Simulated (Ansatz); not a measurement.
Runs of Ansatz 0.2.0 on Sn. The structure is cubic, space group Im-3m (No. 229). The conventional cell has a = 3.789 Å, b = 3.789 Å, c = 3.789 Å, α = 90.00°, β = 90.00°, γ = 90.00°. Sn (site symmetry m-3m) is surrounded by 8 Sn at 3.28 Å. This isn't the form of Sn at room conditions, which is tetragonal (white tin).

```tsv
task	level	spin	cell	k mesh	cutoff (eV)	points for each segment of the path	gap on the mesh (eV)	pressure (GPa)	relaxed volume (Å³/atom)
relaxation of cell and atoms	revPBE	off	relaxed	10 × 10 × 10	420	-	none	0.0	28.22
band structure	LDA	SOC, no magnetisation	as given	7 × 7 × 7	420	14	none	-3.2	-
relaxation of cell and atoms	LDA	off	relaxed	10 × 10 × 10	420	-	none	0.0	(c)
relaxation of cell and atoms	BLYP	off	relaxed	10 × 10 × 10	420	-	none	0.0	30.80
relaxation of cell and atoms	PBEsol	off	relaxed	10 × 10 × 10	420	-	none	0.0	25.98
relaxation of cell and atoms	RPBE	off	relaxed	10 × 10 × 10	420	-	none	0.0	28.48
band structure	PBEsol	off	as given	10 × 10 × 10	420	14	none	-2.2	-
band structure	PBEsol	SOC, no magnetisation	as given	7 × 7 × 7	420	14	none	(a)	-
band structure	revPBE	off	as given	10 × 10 × 10	420	14	none	(b)	-
band structure	RPBE	off	as given	10 × 10 × 10	420	14	none	(d)	-
band structure	r2SCAN	off	as given	10 × 10 × 10	500	14	none	-0.8	-
band structure	BLYP	off	as given	10 × 10 × 10	420	14	none	5.4	-
```

Alike in all rows: potentials or basis Ansatz PAW; smearing fermi-dirac 0.05 eV.

Estimate the missing entries.

(a) -1.8; (b) 1.6; (c) 25.33; (d) 2.0.

Caveats: the PAW data sets come from PBE, with cores solved anew for the run's functional, which leaves a small shift of forces and pressure; the plane-wave basis is chosen anew once the cell has moved, so the energies of steps on either side of that aren't comparable (some runs); spin-orbit coupling is left out, which moves the levels of the heavy elements (some runs).

A k mesh can miss the band edges, and rows without SOC leave out spin-orbit coupling on Sn.

A gap of «none» marks a metal or a gap under the smearing width.

Runs at the PBE level aren't shown here.
